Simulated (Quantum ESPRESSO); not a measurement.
# Si (I4/mmm) in Quantum ESPRESSO: settings compared

The runs below take Si through phonons, phonon dispersion, with LDA, PBEsol.

All numbers are computed with Quantum ESPRESSO 7.5; they aren't measurements. Logs are shortened: lines on timing, memory, paths and dates and some standing lists are left out, and cuts for length are marked.

**1. The crystal as given**

Symmetry: I4/mmm, No. 139, tetragonal system. Conventional cell: a = 3.254 Å, b = 3.254 Å, c = 2.641 Å, α = 90.00°, β = 90.00°, γ = 90.00°. Si (site symmetry 4/mmm) is surrounded by 10 Si at 2.64 to 2.65 Å.

This isn't the form of Si at room conditions, which is diamond.

**2. Phonons, LDA**

pw.in reads:

```
&CONTROL
  calculation = 'scf'
  prefix = 'pwscf'
  outdir = './tmp'
  pseudo_dir = './pseudo'
  tprnfor = .true.
  tstress = .true.
  disk_io = 'low'
/
&SYSTEM
  ibrav = 0
  celldm(1) = 8
  nat = 1
  ntyp = 1
  ecutwfc = 32
  nbnd = 7
  occupations = 'smearing'
  smearing = 'gaussian'
  degauss = 0.01469973
/
&ELECTRONS
  conv_thr = 2d-10
  electron_maxstep = 120
  mixing_beta = 0.5
/
ATOMIC_SPECIES
Si    28.0850 Si.upf
CELL_PARAMETERS alat
 -0.3843029557206   0.3843029557206   0.3118827263335
  0.3843029557206  -0.3843029557206   0.3118827263335
  0.3843029557206   0.3843029557206  -0.3118827263335
ATOMIC_POSITIONS crystal
Si     0.0000000000    0.0000000000    0.0000000000
K_POINTS automatic
13 13 13 0 0 0
```

relax.in reads:

```
&CONTROL
  calculation = 'vc-relax'
  prefix = 'pwscf'
  outdir = './tmp'
  pseudo_dir = './pseudo'
  tprnfor = .true.
  tstress = .true.
  disk_io = 'low'
  nstep = 40
  forc_conv_thr = 0.0001
  etot_conv_thr = 1d-06
/
&SYSTEM
  ibrav = 0
  celldm(1) = 8
  nat = 1
  ntyp = 1
  ecutwfc = 32
  nbnd = 7
  occupations = 'smearing'
  smearing = 'gaussian'
  degauss = 0.01469973
/
&ELECTRONS
  conv_thr = 2d-10
  electron_maxstep = 120
  mixing_beta = 0.5
/
&IONS
  ion_dynamics = 'bfgs'
/
&CELL
  cell_dynamics = 'bfgs'
  press = 0
  press_conv_thr = 0.2
/
ATOMIC_SPECIES
Si    28.0850 Si.upf
CELL_PARAMETERS alat
 -0.3843029557206   0.3843029557206   0.3118827263335
  0.3843029557206  -0.3843029557206   0.3118827263335
  0.3843029557206   0.3843029557206  -0.3118827263335
ATOMIC_POSITIONS crystal
Si     0.0000000000    0.0000000000    0.0000000000
K_POINTS automatic
13 13 13 0 0 0
```

scf2.in reads:

```
&CONTROL
  calculation = 'scf'
  prefix = 'pwscf'
  outdir = './tmp'
  pseudo_dir = './pseudo'
  tprnfor = .true.
  tstress = .true.
  disk_io = 'low'
/
&SYSTEM
  ibrav = 0
  celldm(1) = 8
  nat = 1
  ntyp = 1
  ecutwfc = 32
  nbnd = 7
  occupations = 'smearing'
  smearing = 'gaussian'
  degauss = 0.01469973
/
&ELECTRONS
  conv_thr = 1d-13
  electron_maxstep = 120
  mixing_beta = 0.5
  startingpot = 'file'
  startingwfc = 'file'
/
ATOMIC_SPECIES
Si    28.0850 Si.upf
CELL_PARAMETERS alat
 -0.3894207776557   0.3894207776557   0.3027062753263
  0.3894207776557  -0.3894207776557   0.3027062753263
  0.3894207776557   0.3894207776557  -0.3027062753263
ATOMIC_POSITIONS crystal
Si     0.0000000000    0.0000000000    0.0000000000
K_POINTS automatic
13 13 13 0 0 0
```

ph.in reads:

```
phonons of Si
&INPUTPH
  prefix = 'pwscf'
  outdir = './tmp'
  tr2_ph = 1d-18
  fildyn = 'dyn'
  niter_ph = 90
  alpha_mix(1) = 0.4
/
0.6419790991 0.6419790991 0.8258831097
```

Potentials or basis: PseudoDojo 0.4.1 SR LDA standard.

Started as:

```sh
$ OMP_NUM_THREADS=1 pw.x -in pw.in > pw.out
$ OMP_NUM_THREADS=1 pw.x -in relax.in > relax.out
$ OMP_NUM_THREADS=1 pw.x -in scf2.in > scf2.out
$ OMP_NUM_THREADS=1 ph.x -in ph.in > ph.out
```

pw.out:

```text
This program is part of the open-source Quantum ESPRESSO suite
     for quantum simulation of materials; please cite
[... 9 lines left out ...]
     --------------------
     sticks:   dense  smooth     PW     G-vecs:    dense   smooth      PW
     Sum         215     215     85                 2249     2249     529

     Using Slab Decomposition

     bravais-lattice index     =            0
     lattice parameter (alat)  =       8.0000  a.u.
     unit-cell volume          =      94.3341 (a.u.)^3
     number of atoms/cell      =            1
     number of atomic types    =            1
     number of electrons       =         4.00
     number of Kohn-Sham states=            7
     kinetic-energy cutoff     =      32.0000  Ry
     charge density cutoff     =     128.0000  Ry
     scf convergence threshold =      2.0E-10
     mixing beta               =       0.5000
     number of iterations used =            8  plain     mixing
     Exchange-correlation= SLA  PW   NOGX NOGC
                           (   1   4   0   0   0   0   0)

     celldm(1)=   8.000000  celldm(2)=   0.000000  celldm(3)=   0.000000
     celldm(4)=   0.000000  celldm(5)=   0.000000  celldm(6)=   0.000000

     crystal axes: (cart. coord. in units of alat)
               a(1) = (  -0.384303   0.384303   0.311883 )
               a(2) = (   0.384303  -0.384303   0.311883 )
               a(3) = (   0.384303   0.384303  -0.311883 )

     reciprocal axes: (cart. coord. in units 2 pi/alat)
               b(1) = (  0.000000  1.301057  1.603167 )
               b(2) = (  1.301057  0.000000  1.603167 )
               b(3) = (  1.301057  1.301057  0.000000 )

     PseudoPot. # 1 for Si read from file:
     Si.upf
     Pseudo is Norm-conserving + core correction, Zval =  4.0
     Generated using ONCVPSP code by D. R. Hamann
     Using radial grid of 1510 points,  6 beta functions with:
                l(1) =   0
                l(2) =   0
                l(3) =   1
                l(4) =   1
                l(5) =   2
                l(6) =   2

     atomic species   valence    mass     pseudopotential
     Si                4.00    28.08500     Si( 1.00)

     16 Sym. Ops., with inversion, found

   Cartesian axes

     site n.     atom                  positions (alat units)
         1        Si     tau(   1) = (   0.0000000   0.0000000   0.0000000  )

     number of k points=   196  Gaussian smearing, width (Ry)=  0.0147

     Number of k-points >= 100: set verbosity='high' to print them.

     Dense  grid:     2249 G-vectors     FFT dimensions: (  20,  20,  20)

     Initial potential from superposition of free atoms

     starting charge       3.9994, renormalised to       4.0000
     Starting wfcs are    4 randomized atomic wfcs +    3 random wfcs

     Self-consistent Calculation

     iteration #  1     ecut=    32.00 Ry     beta= 0.50
     Davidson diagonalization with overlap
     ethr =  1.00E-02,  avg # of iterations =  5.9

     Threshold (ethr) on eigenvalues was too large:
     Diagonalizing with lowered threshold

     Davidson diagonalization with overlap
     ethr =  1.03E-04,  avg # of iterations =  3.8

     total energy              =      -8.49563560 Ry
     estimated scf accuracy    <       0.00400605 Ry

     iteration #  2     ecut=    32.00 Ry     beta= 0.50
     Davidson diagonalization with overlap
     ethr =  1.00E-04,  avg # of iterations =  1.0

     total energy              =      -8.49541078 Ry
     estimated scf accuracy    <       0.00079290 Ry

     iteration #  3     ecut=    32.00 Ry     beta= 0.50
     Davidson diagonalization with overlap
     ethr =  1.98E-05,  avg # of iterations =  1.7

     total energy              =      -8.49545222 Ry
     estimated scf accuracy    <       0.00000519 Ry

     iteration #  4     ecut=    32.00 Ry     beta= 0.50
     Davidson diagonalization with overlap
     c_bands:  1 eigenvalues not converged
     c_bands:  1 eigenvalues not converged
     ethr =  1.30E-07,  avg # of iterations =  3.6

     total energy              =      -8.49545363 Ry
     estimated scf accuracy    <       0.00000001 Ry

     iteration #  5     ecut=    32.00 Ry     beta= 0.50
     Davidson diagonalization with overlap
     ethr =  3.25E-10,  avg # of iterations =  3.1

     total energy              =      -8.49545365 Ry
     estimated scf accuracy    <          1.5E-09 Ry

     iteration #  6     ecut=    32.00 Ry     beta= 0.50
     Davidson diagonalization with overlap
     ethr =  3.78E-11,  avg # of iterations =  1.2

     total energy              =      -8.49545365 Ry
     estimated scf accuracy    <          3.2E-10 Ry

     iteration #  7     ecut=    32.00 Ry     beta= 0.50
     Davidson diagonalization with overlap
     ethr =  8.07E-12,  avg # of iterations =  1.0

     End of self-consistent calculation

     Number of k-points >= 100: set verbosity='high' to print the bands.

     the Fermi energy is    10.9318 ev

!    total energy              =      -8.49545365 Ry
     estimated scf accuracy    <          2.3E-12 Ry
     smearing contrib. (-TS)   =      -0.00079746 Ry
     internal energy E=F+TS    =      -8.49465619 Ry

     The total energy is F=E-TS. E is the sum of the following terms:
     one-electron contribution =       4.77311128 Ry
     hartree contribution      =       0.03786154 Ry
     xc contribution           =      -3.17230216 Ry
     ewald contribution        =     -10.13332686 Ry

     convergence has been achieved in   7 iterations

     Forces acting on atoms (cartesian axes, Ry/au):

     atom    1 type  1   force =     0.00000000    0.00000000    0.00000000

     Total force =     0.000000     Total SCF correction =     0.000000

     Computing stress (Cartesian axis) and pressure

          total   stress  (Ry/bohr**3)                   (kbar)     P=       -4.83
   0.00002526  -0.00000000   0.00000000            3.72       -0.00        0.00
  -0.00000000   0.00002526  -0.00000000           -0.00        3.72       -0.00
   0.00000000   0.00000000  -0.00014904            0.00        0.00      -21.92

=------------------------------------------------------------------------------=
   JOB DONE.
=------------------------------------------------------------------------------=
```

Wall time 2.2 min (1 thread of Intel Xeon at 2.50GHz (Skylake/Cascade Lake), shared host); peak memory 0.09 GiB.

Results:

```yaml
Free_energy: -115.5936 eV
Relaxed_volume: 13.93 Å³/atom
Relaxed_cell: a = 2.660 Å, b = 2.660 Å, c = 2.660 Å, α = 103.42°, β = 103.42°, γ = 122.41°
Space_group_after_relaxing_to_0.05_Å: I4/mmm (No. 139)
Pressure_after_relaxing: 0.0 GPa
Band_gap_on_the_k_mesh: none (metal or under the smearing width)
Highest_phonon_frequency_at_the_q_point_run: 251 cm⁻¹
```

Step by step:
| step | energy change (eV) | largest force (eV/Å) | pressure (GPa) | volume (Å³) |
| --- | --- | --- | --- | --- |
| 1 | 0.0000 | 0.0000 | -0.48 | 13.98 |
| 2 | -0.0008 | 0.0000 | -0.25 | 13.94 |
| 3 | -0.0019 | 0.0000 | -0.11 | 13.93 |
| 4 | -0.0033 | 0.0000 | -0.02 | 13.92 |
| 5 | -0.0046 | 0.0000 | 0.16 | 13.90 |
| 6 | -0.0064 | 0.0000 | 0.30 | 13.89 |
| 7 | -0.0068 | 0.0000 | 0.28 | 13.90 |
| 8 | -0.0071 | 0.0000 | 0.16 | 13.91 |
| 9 | -0.0071 | 0.0000 | 0.09 | 13.92 |
| 10 | -0.0071 | 0.0000 | 0.02 | 13.93 |

Final structure:
```xyz
1
Lattice="-1.6486 1.6486 1.2815 1.6486 -1.6486 1.2815 1.6486 1.6486 -1.2815" Properties=species:S:1:pos:R:3 pbc="T T T"
Si    0.0000    0.0000    0.0000
```

Phonon frequencies in cm⁻¹ (negative: imaginary):
| q point | frequencies |
| --- | --- |
| (0.250, 0.250, 0.250) | 185 185 251 |

Phonon modes at q = (0.250, 0.250, 0.250) in reciprocal lattice units:
```tsv
mode	symmetry	cm⁻¹
1	E	185
2	E	185
3	B_2	251
```

Caveat: the q point doesn't lie on the k mesh, which can shift a metal's frequencies strongly unless the mesh is converged.

[end of part 1 of 2]
